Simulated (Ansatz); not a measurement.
Zone-centre phonons of InAs at 11 GPa: input and output

The calculation used Ansatz, DFT PBEsol, scalar-relativistic, plane waves, PAW.

Launched with:
```bash
ansatz run input.yaml --threads 1 --pin off --max-ram 3072MiB --backend cpu --events-out ev --progress --plain --runs-dir out
```

Input (bare energies are in eV):
```yaml
crystal:
  lattice:
    - [0.0, 2.9033505433, 2.9033505433]
    - [2.9033505433, 0.0, 2.9033505433]
    - [2.9033505433, 2.9033505433, 0.0]
  atoms:
    - { symbol: In, position: [0.0, 0.0, 0.0] }
    - { symbol: As, position: [0.75, 0.75, 0.75] }
basis:
  ecutwfc: 420
kpoints:
  mp_grid: { grid: [12, 12, 12] }
hamiltonian:
  xc: pbesol
scf:
  occupations: { method: fermi_dirac, width: 0.15 }
output:
  eigenvalues: true
phonons:
  method: dfpt
  eigenvectors: true
```

The end of the output:
```
--- Phonons (Γ-DFPT): 2 representative perturbations + reference, on 163 of 1728 k-points (Σ response iterations 6) ---
  k mesh reduced under 8 symmetry operations, with k and −k counted as one. Each operation leaves every solved displacement unchanged or reverses it
  ASR residual: 6.696e-5 → 0.000e0 eV/Å²; symmetrization residual: 3.018e-7 eV/Å²
  ASR residual per site (eV/Å²): 6.70e-5 1.96e-5
  Γ frequencies (cm⁻¹): 0.00 0.00 0.00 251.40 251.40 251.40
  non-analytic LO–TO correction: not included (Born effective charges unavailable; polar crystals: no LO–TO splitting at Γ)
```

Time: 50 s on 1 thread of AMD EPYC 7R43 64-Core Processor (Zen 3) (shared host), peak memory 0.81 GiB.

With next to no gap, frequencies and elastic constants depend on the k mesh and the smearing, soft modes and shear constants most. The real crystal has changed phase below this pressure.

On the mesh the filled and empty bands stay 0.32 eV apart, little enough for the smearing to populate both, so at this level the crystal is a narrow-gap semiconductor or semimetal, not an ordinary metal; spin–orbit coupling, left out, can open or move such a gap.